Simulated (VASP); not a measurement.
# MgSe (Fm-3m) in VASP: a series of runs, part 2 of 2

VASP 6.6.1.

## 3. Band structure, PBE, non-collinear spin, zero start, spin-orbit coupling

POSCAR

```
MgSe                                    
1.0
    0.0000000000      2.7521758938      2.7521758938
    2.7521758938      0.0000000000      2.7521758938
    2.7521758938      2.7521758938      0.0000000000
  Mg              Se            
     1     1
Direct
     0.0000000000000000    0.0000000000000000    0.0000000000000000
     0.5000000000000000    0.5000000000000000    0.5000000000000000
```

INCAR.step1

```
  ALGO = Normal
  EDIFF = 1E-7
  ENCUT = 520
  GGA = PE
  GGA_COMPAT = False
  ISIF = 2
  ISMEAR = 0
  KPAR = 4
  LASPH = True
  LCHARG = True
  LORBIT = 11
  LREAL = False
  LSORBIT = True
  LWAVE = False
  MAGMOM = 0 0 0 0 0 0
  NBANDS = 20
  NELM = 100
  PREC = Accurate
  SIGMA = 0.02
```

KPOINTS.step1

```
k-points
0
Gamma
  8 8 8
```

INCAR.step2

```
  ALGO = Normal
  EDIFF = 1E-7
  ENCUT = 520
  GGA = PE
  GGA_COMPAT = False
  ICHARG = 11
  ISIF = 2
  ISMEAR = 0
  KPAR = 4
  LASPH = True
  LCHARG = False
  LORBIT = 11
  LREAL = False
  LSORBIT = True
  LWAVE = False
  MAGMOM = 0 0 0 0 0 0
  NBANDS = 20
  NELM = 100
  PREC = Accurate
  SIGMA = 0.05
```

KPOINTS.step2

```
path GXWKGLUWLK,UX
10
line-mode
reciprocal
 0.0000000000  0.0000000000  0.0000000000  G
 0.5000000000  0.0000000000  0.5000000000  X

 0.5000000000  0.0000000000  0.5000000000  X
 0.5000000000  0.2500000000  0.7500000000  W

 0.5000000000  0.2500000000  0.7500000000  W
 0.3750000000  0.3750000000  0.7500000000  K

 0.3750000000  0.3750000000  0.7500000000  K
 0.0000000000  0.0000000000  0.0000000000  G

 0.0000000000  0.0000000000  0.0000000000  G
 0.5000000000  0.5000000000  0.5000000000  L

 0.5000000000  0.5000000000  0.5000000000  L
 0.6250000000  0.2500000000  0.6250000000  U

 0.6250000000  0.2500000000  0.6250000000  U
 0.5000000000  0.2500000000  0.7500000000  W

 0.5000000000  0.2500000000  0.7500000000  W
 0.5000000000  0.5000000000  0.5000000000  L

 0.5000000000  0.5000000000  0.5000000000  L
 0.3750000000  0.3750000000  0.7500000000  K

 0.6250000000  0.2500000000  0.6250000000  U
 0.5000000000  0.0000000000  0.5000000000  X
```

Potentials or basis: VASP PAW PBE potentials, release 64 (Mg, Se).

Command:

```
$ cat potpaw_PBE.64/Mg/POTCAR potpaw_PBE.64/Se/POTCAR > POTCAR
$ cp INCAR.step1 INCAR
$ cp KPOINTS.step1 KPOINTS
$ mpirun -np 4 vasp_ncl > vasp.out
$ cp INCAR.step2 INCAR
$ cp KPOINTS.step2 KPOINTS
$ mpirun -np 4 vasp_ncl > vasp.out
```

OUTCAR:

```text
EDIFF = 1E-7
   ENCUT = 520
   GGA = PE
   ICHARG = 11
   ISIF = 2
   ISMEAR = 0
   LASPH = True
   LORBIT = 11
   LREAL = False
   LSORBIT = True
   NELM = 100
   PREC = Accurate

 ion  position               nearest neighbor table
   1  0.000  0.000  0.000-   2 2.75   2 2.75   2 2.75   2 2.75   2 2.75   2 2.75
   2  0.500  0.500  0.500-   1 2.75   1 2.75   1 2.75   1 2.75   1 2.75   1 2.75

  LATTYP: Found a face centered cubic cell.
 ALAT       =     5.5043517876

  Lattice vectors:

 A1 = (   0.0000000000,   2.7521758938,   2.7521758938)
 A2 = (   2.7521758938,   0.0000000000,   2.7521758938)
 A3 = (   2.7521758938,   2.7521758938,   0.0000000000)

Analysis of symmetry for initial positions (statically):
=====================================================================
 Subroutine PRICEL returns:
 Original cell was already a primitive cell.

 Routine SETGRP: Setting up the symmetry group for a
 face centered cubic supercell.

[... 782 lines left out ...]
     0.0000000     0.0000000     0.0000000     0.0000000     0.0000000     0.0000000     0.0000000
     0.0000000     0.0000000     0.0000000     0.0000000     0.0000000     0.0000000     0.0000000
     0.0000000     0.0000000     0.0000000     0.0000000     0.0000000     0.0000000     0.0000000
     0.0000000     0.0000000     0.0000000     0.0000000     0.0000000     0.0000000     0.0000000
     0.0000000     0.0000000     0.0000000     0.0000000     0.0000000     0.0000000     0.0000000
     0.0000000     0.0000000     0.0000000     0.0000000     0.0000000     0.0000000     0.0000000

 Ion:    2  E_soc:     -0.0343864
 l=   1
     0.0000000    -0.0057279    -0.0057279
    -0.0057279     0.0000000    -0.0057279
    -0.0057279    -0.0057279     0.0000000
 l=   2
     0.0000000    -0.0000006     0.0000000    -0.0000006    -0.0000026
    -0.0000006     0.0000000    -0.0000020    -0.0000006    -0.0000007
     0.0000000    -0.0000020     0.0000000    -0.0000020     0.0000000
    -0.0000006    -0.0000006    -0.0000020     0.0000000    -0.0000007
    -0.0000026    -0.0000007     0.0000000    -0.0000007     0.0000000
 l=   3
     0.0000000     0.0000000     0.0000000     0.0000000     0.0000000     0.0000000     0.0000000
     0.0000000     0.0000000     0.0000000     0.0000000     0.0000000     0.0000000     0.0000000
     0.0000000     0.0000000     0.0000000     0.0000000     0.0000000     0.0000000     0.0000000
     0.0000000     0.0000000     0.0000000     0.0000000     0.0000000     0.0000000     0.0000000
     0.0000000     0.0000000     0.0000000     0.0000000     0.0000000     0.0000000     0.0000000
     0.0000000     0.0000000     0.0000000     0.0000000     0.0000000     0.0000000     0.0000000
     0.0000000     0.0000000     0.0000000     0.0000000     0.0000000     0.0000000     0.0000000

 total charge

# of ion       s       p       d       tot
------------------------------------------
    1        0.126   0.131   0.027   0.283
    2        1.426   2.499   0.010   3.935
--------------------------------------------------
tot          1.552   2.630   0.036   4.218

 magnetization (x)

# of ion       s       p       d       tot
------------------------------------------
    1        0.000  -0.000   0.000   0.000
    2        0.000  -0.000   0.000  -0.000
--------------------------------------------------
tot          0.000  -0.000   0.000  -0.000

 magnetization (y)

# of ion       s       p       d       tot
------------------------------------------
    1       -0.000  -0.000   0.000  -0.000
    2        0.000   0.000   0.000   0.000
--------------------------------------------------
tot          0.000   0.000   0.000   0.000

 magnetization (z)

# of ion       s       p       d       tot
------------------------------------------
    1        0.000   0.000   0.000   0.000
    2        0.000   0.000  -0.000  -0.000
--------------------------------------------------
tot          0.000   0.000   0.000   0.000
```

OSZICAR.step1:

```text
N       E                     dE             d eps       ncg     rms          rms(c)
DAV:   1     0.271189829234E+02    0.27119E+02   -0.28512E+03  1160   0.640E+02
DAV:   2    -0.547177526415E+01   -0.32591E+02   -0.29280E+02  1532   0.115E+02
DAV:   3    -0.780278724494E+01   -0.23310E+01   -0.23130E+01  1520   0.305E+01
DAV:   4    -0.782052351986E+01   -0.17736E-01   -0.17733E-01  1344   0.307E+00
DAV:   5    -0.782064597367E+01   -0.12245E-03   -0.12245E-03  1336   0.270E-01    0.296E+00
DAV:   6    -0.755180704362E+01    0.26884E+00   -0.21701E-01  1240   0.282E+00    0.183E+00
DAV:   7    -0.750873167325E+01    0.43075E-01   -0.12549E-01  1276   0.206E+00    0.982E-01
DAV:   8    -0.750805926823E+01    0.67241E-03   -0.40593E-03  1320   0.416E-01    0.550E-01
DAV:   9    -0.750812052530E+01   -0.61257E-04   -0.10481E-03  1304   0.242E-01    0.172E-01
DAV:  10    -0.750808962961E+01    0.30896E-04   -0.26670E-05  1312   0.381E-02    0.113E-01
DAV:  11    -0.750808952014E+01    0.10946E-06   -0.60216E-05  1248   0.448E-02    0.861E-03
DAV:  12    -0.750808868401E+01    0.83613E-06   -0.27298E-06  1304   0.110E-02    0.853E-03
DAV:  13    -0.750808873478E+01   -0.50766E-07   -0.37132E-07  1300   0.368E-03
   1 F= -.75080887E+01 E0= -.75080887E+01  d E =-.628732E-31  mag=     0.0000     0.0000     0.0000
```

Wall time 35 s (4 MPI ranks of AMD EPYC 9R45 (Zen 5), shared host); peak memory 0.31 GiB.

Results:

* Net moment: 0.00 μB per cell

Moments on the atoms (μB; x, y, z):
```
Mg  0.00 0.00 0.00
Se  0.00 0.00 0.00
```
